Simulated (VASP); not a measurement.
Here is a VASP 6.6.1 calculation.

Contents of INCAR:

```
ALGO = Normal
EDIFF = 1E-6
EDIFFG = -0.01
ENCUT = 600
GGA = RE
IBRION = 2
ISIF = 3
ISMEAR = -1
IVDW = 12
LASPH = True
LCHARG = False
LREAL = False
LWAVE = False
NELM = 100
NSW = 40
PREC = Accurate
SIGMA = 0.05
```

Contents of KPOINTS:

```
k-points
0
Gamma
  10 10 3
```

The input POSCAR:

```
SiC
1.0
    3.0756941497      0.0000000000      0.0000000000
   -1.5378470748      2.6636292679      0.0000000000
    0.0000000000      0.0000000000     10.0706464800
Si C
4 4
Direct
    0.0000000000      0.0000000000      0.1878943800
    0.0000000000      0.0000000000      0.6878943800
    0.3333333333      0.6666666667      0.4378419800
    0.6666666667      0.3333333333      0.9378419800
    0.0000000000      0.0000000000      0.0004600500
    0.0000000000      0.0000000000      0.5004600500
    0.3333333333      0.6666666667      0.2498025900
    0.6666666667      0.3333333333      0.7498025900
```

Potentials or basis: VASP PAW PBE potentials, release 64 (Si, C).

Run with:

```console
$ cat potpaw_PBE.64/Si/POTCAR potpaw_PBE.64/C/POTCAR > POTCAR
$ mpirun -np 1 vasp_std > vasp.out
```

**Question.** What does it give for the dispersion energy per atom?

**Answer.** -0.611 eV.

**Question.** Estimate the band gap on the k mesh.

**Answer.** 2.23 eV, indirect (least direct gap 3.36 eV).

**Question.** What does it give for the relaxed cell?

**Answer.** a = 3.059 Å, b = 3.059 Å, c = 10.014 Å, α = 90.00°, β = 90.00°, γ = 120.00°.

**Question.** What does it give for the relaxed volume?

**Answer.** 10.14 Å³/atom.

Final structure:
```cif
data_structure
_symmetry_space_group_name_H-M 'P 1'
_symmetry_Int_Tables_number 1
_cell_length_a 3.0587
_cell_length_b 3.0587
_cell_length_c 10.0138
_cell_angle_alpha 90.000
_cell_angle_beta 90.000
_cell_angle_gamma 120.000
_cell_volume 81.14
loop_
_atom_site_label
_atom_site_type_symbol
_atom_site_fract_x
_atom_site_fract_y
_atom_site_fract_z
_atom_site_occupancy
Si1 Si 0.00000 0.00000 0.18790 1
Si2 Si 0.00000 0.00000 0.68790 1
Si3 Si 0.33333 0.66667 0.43782 1
Si4 Si 0.66667 0.33333 0.93782 1
C1 C 0.00000 0.00000 0.00046 1
C2 C 0.00000 0.00000 0.50046 1
C3 C 0.33333 0.66667 0.24982 1
C4 C 0.66667 0.33333 0.74982 1
```

Caveat: the PAW data sets were made with another functional, which shifts forces and pressure a little; an odd mesh through Γ misses points on the zone boundary, where band edges often lie.
